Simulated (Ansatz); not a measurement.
Crystal: AlN.

```
Al N
1.0
     0.00000    2.03452    2.03452
     2.03452    0.00000    2.03452
     2.03452    2.03452    0.00000
Al N
1 1
Direct
  0.50000 0.50000 0.50000
  0.00000 0.00000 0.00000
```

Measurements of this composition are mostly on another form, of space group No. 186.

Base run:

- Program: Ansatz 0.2.0
- Functional: RPBE
- Potentials or basis: Ansatz PAW
- Cutoff: 420 eV (not typed: the program's choice for these potentials)
- k mesh: 11 × 11 × 11
- Occupations: fermi-dirac, width 0.05 eV
- Spin: no spin polarisation

Its results: band gap on the k mesh 4.69 eV, indirect (least direct gap 5.41 eV); pressure 4.9 GPa.

Problem. After a change of settings the same cell gave: band gap on the k mesh 4.67 eV, indirect (least direct gap 5.41 eV); pressure 3.8 GPa. Which change was it?
A. functional from RPBE to PBEsol
B. functional from RPBE to LDA
C. functional from RPBE to revPBE
D. functional from RPBE to PBE

Solution. C.

Caveats: the k mesh misses the band edges, so the gap on the mesh is wider than the one along the path; the PAW data sets come from PBE, with cores solved anew for the run's functional, which leaves a small shift of forces and pressure.
